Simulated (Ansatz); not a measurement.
Bi: course of a relaxation

Level of theory: DFT PBE, scalar-relativistic, plane waves, PAW (Ansatz 0.2.0). Run with 420 eV cutoff, 8×8×8 k-mesh, Gaussian smearing of 0.10 eV, no spin polarisation.

What was changed in N: N → Bi on all its sites, cell and atoms relaxed.

Spin–orbit coupling is left out, which can shift energies with elements as heavy as these.

Command:

```bash
ansatz run input.yaml --threads 1 --pin off --max-ram 2560MiB --backend cpu --events-out ev --progress --plain --runs-dir out
```

Input:

```yaml
crystal:
  lattice:
    - [4.9962352066, 0.0, 0.0]
    - [0.0, 4.9962352066, 0.0]
    - [0.0, 0.0, 5.0491337766]
  atoms:
    - { symbol: Bi, position: [0.7499032017, 0.7499032017, 0.0] }
    - { symbol: Bi, position: [0.7500967983, 0.2499032017, 0.5] }
    - { symbol: Bi, position: [0.2500967983, 0.2500967983, 0.0] }
    - { symbol: Bi, position: [0.2499032017, 0.7500967983, 0.5] }
basis:
  ecutwfc: 420
kpoints:
  mp_grid: { grid: [8, 8, 8] }
hamiltonian:
  xc: pbe
scf:
  occupations: { method: gaussian, width: 0.1 }
output:
  forces: true
  stress: true
  eigenvalues: true
  write_density: true
  write_potential: true
  elf: true
  volumetric_format: npy
relax:
  adjacent_minimum: "off"
  f_tol: 0.01
  max_steps: 60
  cell: { stress_tol: 0.1 }
```

F is the free energy. Steps run on the plane waves of an earlier cell, but the last one, and at times one on the way, on a freshly chosen basis, so a repeated geometry can differ a little in energy.

At step 5 the energy rises: a step can overshoot before the optimiser corrects it.

Steps:

| step | F − F(1) (eV) | largest force component (eV/Å) | V (Å³/atom) | P (GPa) |
| --- | --- | --- | --- | --- |
| 1 | 0.0000 | 0.000 | 31.510 | 0.42 |
| 2 | -0.0023 | 0.000 | 31.870 | -0.16 |
| 3 | -0.0043 | 0.000 | 31.904 | -0.22 |
| 4 | 0.0022 | 0.000 | 31.780 | 0.17 |
| 5 | 0.0225 | 0.000 | 30.551 | 2.12 |
| 6 | -0.0077 | 0.000 | 31.786 | -0.05 |
| 7 | -0.0084 | 0.000 | 31.757 | 0.01 |
| 8 | -0.0085 | 0.000 | 31.757 | 0.00 |

Relaxed structure:

```xyz
4
Lattice="4.9466 0.0000 0.0000 0.0000 4.9466 0.0000 0.0000 0.0000 5.1915" Properties=species:S:1:pos:R:3 pbc="T T T"
Bi    3.7096    3.7096    0.0000
Bi    3.7103    1.2363    2.5957
Bi    1.2370    1.2370    0.0000
Bi    1.2363    3.7103    2.5957
```

Symmetry: I4/mmm, No. 139, tetragonal system. The conventional cell has a = 3.498 Å, b = 3.498 Å, c = 5.191 Å, α = 90.00°, β = 90.00°, γ = 90.00°. Bi (site symmetry 4/mmm) is surrounded by 12 Bi at 3.50 to 3.59 Å.

The run converged. Time: 2.7 min on 1 thread of Arm Neoverse V2, with other jobs on the host, peak memory 0.53 GiB.